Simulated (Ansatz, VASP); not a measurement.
## SnSe in VASP and in Ansatz

```
Sn Se
1.0
     0.00000    3.06903    3.06903
     3.06903    0.00000    3.06903
     3.06903    3.06903    0.00000
Sn Se
1 1
Direct
  0.00000 0.00000 0.00000
  0.50000 0.50000 0.50000
```

Measurements of this composition are mostly on another form, of space group No. 62.

Alike in both runs: task single point; functional BLYP; dispersion D3(BJ); k mesh 8 × 8 × 8; occupations fermi-dirac, width 0.05 eV; no spin polarisation.

```csv
,VASP,Ansatz
version,VASP 6.6.1,Ansatz 0.2.0
potentials or method,"VASP PAW PBE potentials, release 64 (Sn_d, Se)",Ansatz PAW
plane-wave cutoff (eV),520,420
valence electrons in the cell,20,30
```

|  | VASP | Ansatz | Ansatz less VASP |
| --- | --- | --- | --- |
| gap on the k mesh at the Fermi level (eV) | 0.17 | 0.16 | -0.015 |
| least direct gap on the mesh (eV) | 0.17 | 0.16 | -0.015 |
| pressure (GPa) | -2.2 | -2.2 | -0.08 |
| dispersion energy (meV/atom) | -771.0 | -771.1 | -0.09 |

The two sets of potentials don't hold the same shells in valence.

Caveats: spin-orbit coupling is left out, which moves the levels of the heavy elements; the PAW data sets were made with another functional, which shifts forces and pressure a little (VASP); the PAW data sets come from PBE, with cores solved anew for the run's functional, which leaves a small shift of forces and pressure (Ansatz).
